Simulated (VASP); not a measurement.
HfH2, 3 atoms in the cell. Symmetry: I4/mmm, No. 139, tetragonal system. Conventional cell: a = 3.478 Å, b = 3.478 Å, c = 4.361 Å, α = 90.00°, β = 90.00°, γ = 90.00°. Hf (site symmetry 4/mmm) is surrounded by 8 H at 2.05 Å. Around H (site symmetry -4m2) lie 4 Hf at 2.05 Å and 2 H at 2.18 Å. 

* Program: VASP 6.6.1
* Task: single point
* Functional: PBEsol
* Potentials or basis: VASP PAW PBE potentials, release 64 (Hf_pv, H_s)
* Cutoff: 900 eV
* k mesh: 16 × 16 × 16
* Occupations: methfessel-paxton, width 0.1 eV
* Spin: no spin polarisation
* Further INCAR settings: ADDGRID = False; ALGO = Normal; EDIFF = 1e-08; NBANDS = 13

Potentials or basis: VASP PAW PBE potentials, release 64 (Hf_pv, H_s).

Command:

```console
$ cat potpaw_PBE.64/Hf_pv/POTCAR potpaw_PBE.64/H_s/POTCAR > POTCAR
$ mpirun -np 1 vasp_std > vasp.out
```

Hardware: 1 thread of Intel(R) Xeon(R) 6975P-C (Granite Rapids) (shared host).

Question: How long does it take, and how much memory?

Answer: Wall time 74 s on 1 thread of Intel(R) Xeon(R) 6975P-C (Granite Rapids), with other jobs on the host, peak memory 0.4 GiB. Counts: scf iterations 14, k points 349.
